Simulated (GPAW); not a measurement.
AlN:

```
CELL_PARAMETERS angstrom
0.00000 2.18399 2.18399
2.18399 0.00000 2.18399
2.18399 2.18399 0.00000
ATOMIC_POSITIONS crystal
Al 0.00000 0.00000 0.00000
N 0.75000 0.75000 0.75000
```

Measurements of this composition are mostly on another form, of space group No. 186.

Base run:

```yaml
Program: GPAW 26.7.0
Functional: vdW-DF
Potentials_or_basis: GPAW PAW data sets (gpaw-data 1.2.1)
Cutoff: 800 eV
Basis: pw
k_mesh: 10 × 10 × 10
Occupations: fermi-dirac, width 0.05 eV
Spin: no spin polarisation
```

Its results: band gap on the k mesh 3.65 eV, indirect (least direct gap 4.51 eV).

Task: The run is repeated on the same cell with these changes: functional from vdW-DF to PW91; potentials or basis from GPAW PAW data sets (gpaw-data 1.2.1) to PAW data sets generated in the run's folder for this functional. What comes out?

Result: Band gap on the k mesh 3.35 eV, indirect (least direct gap 4.24 eV).

Not every run made on this cell is shown here.
